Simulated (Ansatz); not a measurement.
SiC (Moissanite) under changes of volume

One of the cells (10.341 Å³/atom); the others are scaled copies at fixed shape and fractional positions:

```
Si C
1.0
     3.07600    0.00000    0.00000
    -1.53800    2.66389    0.00000
     0.00000    0.00000    5.04800
Si C
2 2
Direct
  0.66667 0.33333 0.50000
  0.33333 0.66667 0.00000
  0.66667 0.33333 0.88500
  0.33333 0.66667 0.38500
```

```yaml
Program: Ansatz 0.2.0
Functional: LDA
Potentials_or_basis: all-electron LAPW, scalar-relativistic
Cutoff: 327 eV (chosen from the basis error)
Basis_error_allowed: 0.002 eV/atom
k_mesh: 10 × 10 × 5
Occupations: fermi-dirac, width 0.05 eV
Spin: no spin polarisation
```

```tsv
volume (Å³/atom)	energy over the lowest point (meV/atom)	pressure (GPa)	gap on the mesh (eV)	largest force (eV/Å)
9.721	14.36	11.0	2.27	0.836
9.927	3.81	5.5	2.30	0.800
10.134	0.00	0.5	2.34	0.765
10.341	2.30	-4.0	2.37	0.733
10.548	10.13	-8.1	2.40	0.703
10.755	?	?	?	?
10.961	40.34	-15.1	2.39	0.646
```

Q: What does the run at 10.755 Å³/atom give?

A: Energy over the lowest point 22.97 meV/atom; pressure -11.7 GPa; gap on the mesh 2.42 eV; largest force 0.674 eV/Å.

Worked out: A Birch-Murnaghan fit of order 3 (a polynomial in V^(-2/3)) to the other rows has its minimum at 10.16 Å³/atom with B0 = V·E''(V) = 230 GPa and B' = 3.9 at fixed shape and positions, which overstates the stiffness. It gives 23.01 meV/atom at 10.755 Å³/atom, against the run's 22.97, and -dE/dV = -11.8 GPa, against -11.7. A parabola through the other rows of the gap, of slope 0.177 eV per unit of ln V there, gives 2.40 eV, against the run's 2.42.

Energies are extrapolated to zero smearing.

Caveats: an odd mesh through Γ misses points on the zone boundary, where band edges often lie.
